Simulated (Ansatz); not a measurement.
Start of a relaxation of HfN:

```yaml
crystal:
  lattice:
    - [3.06028, 0.00000, 0.00000]
    - [-1.53014, 2.65028, 0.00000]
    - [0.00000, 0.00000, 2.98668]
  atoms:
    - { symbol: Hf, position: [0.00000, 0.00000, 0.00000] }
    - { symbol: N, position: [0.66667, 0.33333, 0.50000] }
```

The calculation used DFT PBE, scalar-relativistic, plane waves, PAW (Ansatz 0.2.0). Cutoff 420 eV, Gaussian smearing, Γ-centred meshes. Cell and atoms relax on a converged mesh. In metals the finer mesh still leaves noise of several meV/atom or more. The steps can't lower the symmetry of their start. No spin polarisation.

A guess keeps its type if space group and coordination stay and the shape of the cell changes little (axis ratios within about 15 %, angles within 6°); the volume may change.

Problem. Does this structure survive the relaxation?

Solution. It keeps its type. The symmetry stays P-6m2 (No. 187). The end has the tungsten carbide type. The volume per atom stays near 12.1 Å³. The shortest distance stays 2.31 Å (Hf–N). The ratio c/a of the conventional cell changes by a factor of 0.96. Counting neighbours within 15 % of an atom's shortest distance, the start has Hf 6, N 6 and the end Hf 6, N 6.

The last run used a 24×24×18 mesh (in the run's order of axes) for its 2-atom cell and Gaussian smearing of 0.10 eV. Spin–orbit coupling, which can matter for Hf, is left out. The cell is a metal run without spin; a magnetic state may lie lower. Symmetry constrained the relaxation, so the result can be a saddle point. Another cell of HfN relaxed alike, in Fm-3m (a cell as deposited in COD), lies 0.38 eV/atom lower, so this cell isn't the stable form at this level.
